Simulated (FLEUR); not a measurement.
Runs of FLEUR MaX-R8.1 (later development tree) on AlN. Symmetry: P6_3mc, No. 186, hexagonal system. The conventional cell has a = 3.113 Å, b = 3.113 Å, c = 4.981 Å, α = 90.00°, β = 90.00°, γ = 120.00°. Around Al (site symmetry 3m) lie 4 N at 1.89 Å. N (site symmetry 3m) is surrounded by 4 Al at 1.89 Å. 

| task | level | gmax | muffin-tin radii | lnonsphr | max iterations | mixing factor | kmax | gap on the mesh (eV) |
| --- | --- | --- | --- | --- | --- | --- | --- | --- |
| band structure | r2SCAN | 17.2 1/bohr | Al 1.77, N 1.54 bohr | Al 8, N 8 | 80 | 0.05 | 5.54 1/bohr | 4.89 |
| single point | PBE | 15 1/bohr | Al 1.72, N 1.49 bohr | - | 60 | 0.05 | 4.83 1/bohr | 4.22 |
| band structure | PBEsol | 17.2 1/bohr | Al 1.77, N 1.54 bohr | Al 8, N 8 | 60 | 0.05 | 5.54 1/bohr | (a) |
| band structure | LDA | 17.2 1/bohr | Al 1.77, N 1.54 bohr | Al 8, N 8 | 60 | 0.05 | 5.54 1/bohr | 4.24 |

Alike in all rows: potentials or basis all-electron, FLAPW; no spin polarisation; cell as given; k mesh 10 × 10 × 6; smearing fermi-dirac 0.05 eV.

Question: Fill in the values left out.

Answer: (a) 4.14.

Caveats: the meta-GGA is that of a development version, with a GGA for the radial functions and cores and without core tails (some runs).

A k mesh can miss the band edges.

Not every run made on this cell is shown here.
